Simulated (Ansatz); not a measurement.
# CuO (Tenorite) (C2/c) in Ansatz: a series of runs, part 2 of 2

Ansatz 0.2.0. The steps go on from the part before.

## (4) Relaxation of cell and atoms, revPBE+D3(BJ)

Input file input.yaml:

```yaml
crystal:
  lattice:
    - [2.34185, -1.7113, 0.0]
    - [2.34185, 1.7113, 0.0]
    - [-0.8500274268, 0.0, 5.0578693947]
  atoms:
    - { symbol: Cu, position: [0.5, 0.0, 0.5] }
    - { symbol: Cu, position: [0.0, 0.5, 0.0] }
    - { symbol: O, position: [0.4184, 0.5816, 0.75] }
    - { symbol: O, position: [0.5816, 0.4184, 0.25] }
hamiltonian:
  xc: revpbe
  pseudopotentials: { kind: paw }
  dispersion: d3bj
kpoints:
  mp_grid: { grid: [10, 10, 5] }
scf:
  occupations: { method: fermi_dirac, width: 0.05 }
output:
  forces: true
  stress: true
  write_density: true
  write_potential: true
  elf: true
  volumetric_format: npy
relax:
  f_tol: 0.01
  max_steps: 40
  cell: { stress_tol: 0.05 }
```

Started as:

```sh
ansatz run input.yaml --threads 2 --pin off --max-ram 5632MiB --backend cpu --events-out ev --progress --plain --runs-dir out
```

Run time: 5.6 min. Hardware: 2 threads of Intel Xeon at 2.50GHz (Skylake/Cascade Lake), shared host; peak memory 0.47 GiB.

It converged, with:

```yaml
Free_energy: -14394.5136 eV
Relaxed_volume: 10.87 Å³/atom
Relaxed_cell: a = 2.901 Å, b = 2.901 Å, c = 5.168 Å, α = 90.05°, β = 90.05°, γ = 89.59°
Space_group_after_relaxing_to_0.05_Å: P4_2/mmc (No. 131)
Energy_gained_by_relaxing: 18.4 meV/atom
Ionic_steps: 25
Pressure_after_relaxing: 0.0 GPa
Band_gap_on_the_k_mesh: none (metal or under the smearing width)
```

The path:
```csv
step,energy change (eV),largest force (eV/Å),volume (Å³)
1,0.0000,0.2142,40.54
2,-0.0083,0.1898,40.92
3,-0.0239,0.0894,41.61
4,-0.0263,0.0162,42.10
5,-0.0297,0.0012,42.10
6,-0.0295,0.0005,42.20
7,-0.0295,0.0002,42.21
8,-0.0476,0.0014,42.21
9,-0.0540,0.0035,42.72
10,-0.0546,0.0202,43.19
11,-0.0556,0.0018,43.04
12,-0.0555,0.0002,43.07
13,-0.0651,0.0007,43.07
14,-0.0679,0.0034,43.28
15,-0.0681,0.0010,43.36
16,-0.0681,0.0002,43.37
17,-0.0713,0.0009,43.37
18,-0.0722,0.0044,43.45
19,-0.0721,0.0030,43.46
20,-0.0730,0.0034,43.46
21,-0.0733,0.0018,43.46
22,-0.0732,0.0015,43.47
23,-0.0733,0.0014,43.47
24,-0.0734,0.0003,43.48
25,-0.0735,0.0002,43.48
```

Final structure:
```yaml
crystal:
  lattice:
    - [2.05221, -2.04362, 0.15824]
    - [2.05221, 2.04362, 0.15824]
    - [-0.40313, 0.00000, 5.15243]
  atoms:
    - { symbol: Cu, position: [0.50000, 0.00000, 0.50000] }
    - { symbol: Cu, position: [0.00000, 0.50000, 0.00000] }
    - { symbol: O, position: [0.49966, 0.50034, 0.75000] }
    - { symbol: O, position: [0.50034, 0.49966, 0.25000] }
```

Levels at points of the mesh, in eV from the Fermi level:
| k point | band 22 | band 23 | band 24 | band 25 | band 26 | band 27 | band 28 | band 29 |
| --- | --- | --- | --- | --- | --- | --- | --- | --- |
| (0.00, 0.00, 0.00) | -2.40 | -2.31 | -1.99 | 0.67 | 0.69 | 1.47 | 6.18 | 7.35 |
| (0.00, -0.50, 0.00) | -1.93 | -1.58 | -1.52 | 0.23 | 0.47 | 3.61 | 5.99 | 6.59 |
| (-0.50, -0.50, 0.00) | -2.35 | -1.59 | -1.19 | -1.18 | 1.17 | 2.17 | 7.15 | 9.92 |

Caveat: the plane-wave basis is chosen anew once the cell has moved, so the energies of steps on either side of that aren't comparable; the pressure holds a Pulay correction of +0.6 GPa for the finite cutoff; the run has no spin polarisation, though such a crystal can be magnetic; semilocal functionals often make such compounds metallic where correlation or magnetic order opens a gap, which also shifts bond lengths; pairwise dispersion overbinds metals, which lowers pressure and volume; the PAW data sets come from PBE, with cores solved anew for the run's functional, which leaves a small shift of forces and pressure.

## (5) Relaxation of cell and atoms, revPBE+D4

input.yaml: that of step 4 with these lines changed.

```diff
@@ -13,3 +13,3 @@
   pseudopotentials: { kind: paw }
-  dispersion: d3bj
+  dispersion: d4
 kpoints:
@@ -21,6 +21,2 @@
   stress: true
-  write_density: true
-  write_potential: true
-  elf: true
-  volumetric_format: npy
 relax:
```

Started as:

```sh
ansatz run input.yaml --threads 2 --pin off --max-ram 5632MiB --backend cpu --events-out ev --progress --plain --runs-dir out
```

Wall time 4.7 min (2 threads of Intel Xeon at 2.50GHz (Skylake/Cascade Lake), shared host); peak memory 0.46 GiB.

Results (log left out):

| Quantity | Value |
| --- | --- |
| Free energy | -14394.7342 eV |
| Relaxed volume | 10.85 Å³/atom |
| Relaxed cell | a = 2.898 Å, b = 2.898 Å, c = 5.168 Å, α = 90.09°, β = 90.09°, γ = 89.51° |
| Space group after relaxing (to 0.05 Å) | P4_2/mmc (No. 131) |
| Energy gained by relaxing | 14.8 meV/atom |
| Ionic steps | 27 |
| Pressure after relaxing | 0.0 GPa |

Step by step:
```
step  energy change (eV)  largest force (eV/Å)  volume (Å³)
   1              0.0000                0.2085        40.54
   2             -0.0071                0.1850        40.91
   3             -0.0187                0.0771        41.76
   4             -0.0216                0.0193        41.86
   5             -0.0237                0.0003        41.97
   6             -0.0235                0.0002        42.06
   7             -0.0235                0.0001        42.06
   8             -0.0379                0.0014        42.06
   9             -0.0422                0.0007        42.52
  10             -0.0421                0.0112        42.94
  11             -0.0426                0.0002        42.86
  12             -0.0426                0.0007        42.86
  13             -0.0503                0.0000        42.86
  14             -0.0524                0.0021        43.07
  15             -0.0522                0.0037        43.28
  16             -0.0524                0.0004        43.23
  17             -0.0562                0.0017        43.23
  18             -0.0572                0.0079        43.33
  19             -0.0571                0.0043        43.35
  20             -0.0583                0.0050        43.35
  21             -0.0586                0.0008        43.38
  22             -0.0586                0.0003        43.40
  23             -0.0590                0.0000        43.40
  24             -0.0591                0.0004        43.41
  25             -0.0592                0.0005        43.41
  26             -0.0592                0.0005        43.41
  27             -0.0592                0.0006        43.41
```

Final structure:
```
CELL_PARAMETERS angstrom
2.05216 -2.04077 0.15715
2.05216 2.04077 0.15715
-0.40546 0.00000 5.15170
ATOMIC_POSITIONS crystal
Cu 0.50000 0.00000 0.50000
Cu 0.00000 0.50000 0.00000
O 0.49941 0.50059 0.75000
O 0.50059 0.49941 0.25000
```

Caveat: the plane-wave basis is chosen anew once the cell has moved, so the energies of steps on either side of that aren't comparable; the pressure holds a Pulay correction of +0.6 GPa for the finite cutoff; the run has no spin polarisation, though such a crystal can be magnetic; the PAW data sets come from PBE, with cores solved anew for the run's functional, which leaves a small shift of forces and pressure. Zero-point motion and thermal expansion aren't in these numbers.

## (6) The runs side by side

| task | level | cell | smearing | gap on the mesh (eV) | pressure (GPa) | relaxed volume (Å³/atom) |
| --- | --- | --- | --- | --- | --- | --- |
| single point | PBE | as given | gaussian 0.011 eV | none | 5.7 | - |
| relaxation of cell and atoms | PBE | relaxed | fermi-dirac 0.05 eV | - | 0.0 | 11.20 |
| relaxation of cell and atoms | revPBE+D3(BJ) | relaxed | fermi-dirac 0.05 eV | none | 0.0 | 10.87 |
| relaxation of cell and atoms | revPBE+D4 | relaxed | fermi-dirac 0.05 eV | - | 0.0 | 10.85 |

Alike in all rows: potentials or basis Ansatz PAW; no spin polarisation; k mesh 10 × 10 × 5; cutoff (eV) 420.

Caveats: the run has no spin polarisation, though such a crystal can be magnetic; the plane-wave basis is chosen anew once the cell has moved, so the energies of steps on either side of that aren't comparable (some runs); semilocal functionals often make such compounds metallic where correlation or magnetic order opens a gap, which also shifts bond lengths (some runs); the PAW data sets come from PBE, with cores solved anew for the run's functional, which leaves a small shift of forces and pressure (some runs); the volume moved by +11 % from the deposited cell, more than functionals usually miss (some runs); pairwise dispersion overbinds metals, which lowers pressure and volume (some runs).

Total energies depend on the potentials used, so only differences within one code and one set of settings carry meaning.
